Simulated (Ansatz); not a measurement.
# C: a line through an energy map, part 2 of 2

One line of a two-coordinate grid on C (Fmmm, No. 69; 2 atoms in the cell): volume per atom at fixed shape is varied, at shift of C1 along [0 1 0] = −0.05 Å.

Ansatz 0.2.0; DFT PBEsol+D3(BJ), scalar-relativistic, plane waves, PAW. The steps go on from the part before.

## Step 7: Grid point (−0.05 Å, 9.161 Å³)

input.yaml

```yaml
crystal:
  lattice:
    - [0.0, 2.1651688962, 3.3824594497]
    - [1.250888226, 0.0, 3.3824594497]
    - [1.250888226, 2.1651688962, 0.0]
  atoms:
    - { symbol: C, position: [0.154958464, 0.845041536, 0.154958464] }
    - { symbol: C, position: [0.845041536, 0.154958464, 0.845041536] }
basis:
  ecutwfc: 520.0
kpoints:
  mp_grid: { grid: [16, 16, 16] }
hamiltonian:
  xc: pbesol
  pseudopotentials: { kind: paw, azcp: { folder: soft_1 } }
  dispersion: d3bj
scf:
  occupations: { method: gaussian, width: 0.03 }
output:
  forces: true
  stress: true
  eigenvalues: true
  write_density: true
  write_potential: true
  elf: true
  volumetric_format: npy
```

On the command line:

```console
$ ansatz run input.yaml --threads 1 --pin off --max-ram 2048MiB --backend cpu --events-out ev --progress --plain --runs-dir out
```

What it wrote:

```text
Warning: <dir> the record states the generating functional pbe (its physics header spells it `PBE`), which answers neither for hamiltonian.xc's functional nor for the pbesol family's — results may be inconsistent (PPs are generated against a specific XC)
Warning: RAYON_NUM_THREADS=1 ignored (pool sized by the plan → 1); use --threads N
Engine: ansatz 0.2.0, aarch64-unknown-linux-gnu
Pseudopotentials: kind: paw
Pseudopotential: C, paw, valence charge 4, recommended cutoff 420 eV (normal), <dir>
Functional definition: PBEsol
  exchange = pbesol_x
  correlation = pbesol_c
Crystal: 2 atoms, lattice volume = 18.322 Å³
Basis set: ecut = 520 eV, 505 PW (Γ), exchange–correlation on 60×54×40 points (8 copies of the dense FFT grid, shifted against one another)
Bands: 8, of which v1, the nominal top of the filled ones, is band 4 counted from 1 (3 counted from 0)
Symmetry: 8 space group operations
Space group: Fmmm (ITA 69), of the structure as read, at distance tolerance 2.6e-5 Å
k-points: 621 of 4096
Non-local potential: C, projectors of the file, l = 0: 2, l = 1: 2, l = 2: 1
PAW form: soft (Blöchl's): semilocal exchange-correlation on the pseudo side does not see the compensation charge
PAW frozen core: C, regenerated for the run's functional, and the local potential with it (the file was generated under x = pbe(κ = 0.804, μ = 0.2195149727645171), c = pbe(β = 0.06672455060314922))
PAW one-centre angular grid: C, 110 points (default); XC on 64 Gauss nodes
Initial density: superposition of atomic densities (chi_scale 0.1, normalization cell)
Initial wavefunctions: pseudopotential atomic-orbital guess
Functional: x = pbesol(κ = 0.804, μ = 0.12345679012345678), c = pbesol(β = 0.046)
SCF iter   1: F=—  HF=-494.255572 eV  |F-HF|=—  |Δ(HF+E_count)|=         —  Δρ=1.21e-1  dr2=2.25e0  ethr=3.10e-3  ⟨swp⟩=4.8  Hψ=33784  notcnv=0
preconditioner: auto → none  [insulator: Δε(μ)=0.049 eV  Ē_g=18.595 eV  σ=0.030 eV  W_gap=0.74  n_scr=2 (ndim 8)  ℏωp=24.5 eV  f_vac=0.000  D(μ)=0.05/eV (n_scr^D=0)  ε∞_Penn≈2.7]
SCF iter   2: F=—  HF=-493.437929 eV  |F-HF|=—  |Δ(HF+E_count)|=   8.18e-1  Δρ=5.11e-2  dr2=3.82e-1  ethr=3.10e-3  ⟨swp⟩=2.5  Hψ=14589  notcnv=0
SCF iter   3: F=—  HF=-493.290550 eV  |F-HF|=—  |Δ(HF+E_count)|=   1.47e-1  Δρ=3.58e-3  dr2=9.10e-4  ethr=3.10e-3  ⟨swp⟩=2.4  Hψ=10981  notcnv=0
SCF iter   4: F=—  HF=-493.291298 eV  |F-HF|=—  |Δ(HF+E_count)|=   7.48e-4  Δρ=3.20e-4  dr2=2.28e-5  ethr=1.14e-5  ⟨swp⟩=2.4  Hψ=13109  notcnv=0  defer=1
SCF iter   5: F=—  HF=-493.291305 eV  |F-HF|=—  |Δ(HF+E_count)|=   6.85e-6  Δρ=6.96e-5  dr2=5.85e-7  ethr=2.85e-7  ⟨swp⟩=2.8  Hψ=7414  notcnv=0  defer=1
SCF iter   6: F=-493.291305 eV  HF=-493.291305 eV  |F-HF|=1.68e-9  |Δ(HF+E_count)|=   5.87e-7  Δρ=4.79e-6  dr2=3.04e-9  ethr=1.25e-9  ⟨swp⟩=9.6  Hψ=35477  notcnv=0
SCF 1 converged in 6 iterations: F = -493.291305 eV  dr2 = 3.04e-9
SCF converged after 6 iterations
Free energy (F): -493.291305 eV
Harris-Foulkes:  -493.291305 eV  (|F-HF|=1.68e-9)
Internal energy: -493.291272 eV  (E = F + TS)
E sigma→0 (E₀):  -493.291289 eV
Entropy (-TS):   -0.000033 eV (-0.017 meV/atom)
Fermi energy:    6.411424 eV
--- Per-component energies (eV) ---
  E_band       = -19.667941
  E_kinetic    = 174.521747
  E_local      = -292.692623  (includes V_loc(G=0)·N_el)
  E_nonlocal   = 46.928343
  E_hartree    = 90.783394
  E_xc         = -92.471766
  E_vxc        = -114.280741  (∫ρ·V_xc dr)
  E_paw        = -192.248608  (= ΣΔE_a)
  E_vpaw       = -15.711722  (= ΣTr[D̂ρ^β])
  E_aug_tail   = 0.000002  (compensation charges beyond the density's cutoff)
  E_ewald      = -227.937213
  E_disp       = -0.216747  (pairwise vdW)
  E_core_change = 0.042201  (= ΣΔE_core)
  E_smearing   = -0.000033  (= −TS)
  E_closure    = -0.000000  (closes the sum)
  Σ components = -493.291305   (vs F -493.291305, Δ=0.00e0)
--- Forces (eV/Å), atoms counted from 1 ---
  atom   1  C      0.00000000     5.46232734     0.00000000
  atom   2  C      0.00000000    -5.46232734     0.00000000
  max |Σ_I F_I| component: 0.00e0 eV/Å
--- Stress (GPa, compression-positive) ---
      -22.717546       0.000000       0.000000
        0.000000      -4.667675       0.000000
        0.000000       0.000000      -0.619935
  P = ⅓ Tr σ = -9.3351 GPa (-93.351 kbar)
--- Band table (eV; the first three rows and the last of 621) ---
  k-point 0: bands = ["-12.7852", "0.1589", "2.1325", "5.0395", "10.6695", "12.7088", "16.2244", "17.4851"]
  k-point 1: bands = ["-12.6919", "0.2351", "1.9403", "4.6459", "10.8213", "12.8584", "16.6070", "17.1834"]
  k-point 2: bands = ["-12.4127", "0.4641", "1.3860", "3.6710", "11.2765", "13.1593", "16.3268", "17.6333"]
  k-point 620: bands = ["-12.4901", "-1.7943", "2.1539", "4.9965", "12.6238", "16.0942", "16.7267", "17.5843"]
```

Wall time 20 s (1 thread of Arm Neoverse N1, shared host); peak memory 0.38 GiB.

Axes a, b and c in the maps are those of this run's conventional cell (a, b, c = 2.502, 4.330, 6.765 Å).

Density in a lattice plane of the grid's cell (edges 4.33 and 6.76 Å, at 0.000 of the third edge), which holds C.

Values in e/Å³, 12 rows by 8 columns:
```
0.93 1.02 0.73 0.24 0.10 0.24 0.74 1.02
0.14 0.15 0.12 0.06 0.04 0.06 0.12 0.15
0.03 0.03 0.03 0.03 0.03 0.03 0.03 0.03
0.04 0.06 0.12 0.15 0.14 0.15 0.12 0.06
0.10 0.24 0.73 1.02 0.93 1.02 0.74 0.24
0.15 0.43 1.55 1.70 2.35 1.70 1.55 0.43
0.10 0.24 0.74 1.02 0.93 1.02 0.73 0.24
0.04 0.06 0.12 0.15 0.14 0.15 0.12 0.06
0.03 0.03 0.03 0.03 0.03 0.03 0.03 0.03
0.14 0.15 0.12 0.06 0.04 0.06 0.12 0.15
0.93 1.02 0.74 0.24 0.10 0.24 0.73 1.02
2.35 1.70 1.55 0.43 0.15 0.43 1.55 1.70
```
Columns run along the first of these edges and rows up along the second, over one cell in 8 and 12 even steps from the bottom left corner. Atoms in the plane (fractional): C at (0.15, 0.00), C at (0.65, 0.50), C at (0.35, 0.50), C at (0.85, 0.00).

ELF in the same plane.

Ten even steps from ' ' (0.01) to '@' (0.93):
```
@@%%----++++--      --++++----%%
@@%%##****==::      ::==****##%%
******++==::..      ..::==++****
::::::....              ....::::
                                
        ....::::::::::....      
    ..::==++**********++==::..  
    ::==****##%%@@%%##****==::  
    --++++----%%@@%%----++++--  
    --++==    ##@@##    ==++--  
    --++++----%%@@%%----++++--  
    ::==****##%%@@%%##****==::  
    ..::==++**********++==::..  
        ....::::::::::....      
                                
::::::....              ....::::
******++==::..      ..::==++****
@@%%##****==::      ::==****##%%
@@%%----++++--      --++++----%%
@@##    ==++--      --++==    ##
```
Columns run along the first of these edges and rows up along the second, over one cell in 16 and 20 even steps from the bottom left corner. Atoms in the plane (fractional): C at (0.15, 0.00), C at (0.65, 0.50), C at (0.35, 0.50), C at (0.85, 0.00).

Both are smooth fields of the valence electrons: close to the nuclei they are not physical.

The highest ELF values outside the cores: 0.93 on the C–C line, 0.7 Å from C.

On the map this point reads 155 meV/atom.

## Step 8: The line in numbers

The summary covers parts 1 to 2.

| volume per atom at fixed shape (Å³) | step | energy (meV/atom) | slope (meV/atom per Å³) | pressure (GPa) | largest force on an atom (eV/Å) |
| --- | --- | --- | --- | --- | --- |
| 8.001 | 3 | 232 | −220 | 35.2 | 7.40 |
| 8.233 | – | 189 | −150 | 24.0 | 6.96 |
| 8.465 | 4 | 162 | −87 | 14.0 | 6.55 |
| 8.697 | 5 | 148 | −32 | 5.2 | 6.16 |
| 8.929 | 6 | 146 | 16 | −2.5 | 5.80 |
| 9.161 | 7 | 155 | 58 | −9.3 | 5.46 |
| 9.393 | – | 173 | 96 | −15.3 | 5.14 |

Energies count from the relaxed crystal. Rows without a step come from runs not printed here or follow by symmetry. Slopes come from the forces (and the stress, where the cell changes), not from differences of energies.

**Reading.** Along the line the energy is lowest at 8.929 Å³, 146 meV/atom from the zero. Energies and slopes round the minimum, fitted together, put the minimum at 8.8502 Å³, with a curvature of about 200 meV/atom per (Å³)². V·d²E/dV² there is about 290 GPa, a bulk modulus under this line's constraint. The highest point computed, at 8.001 Å³, lies 86 meV/atom above the lowest. This is one cut through a surface in two coordinates; the map's lowest point lies off it. The gap on the mesh closes on part of the grid.
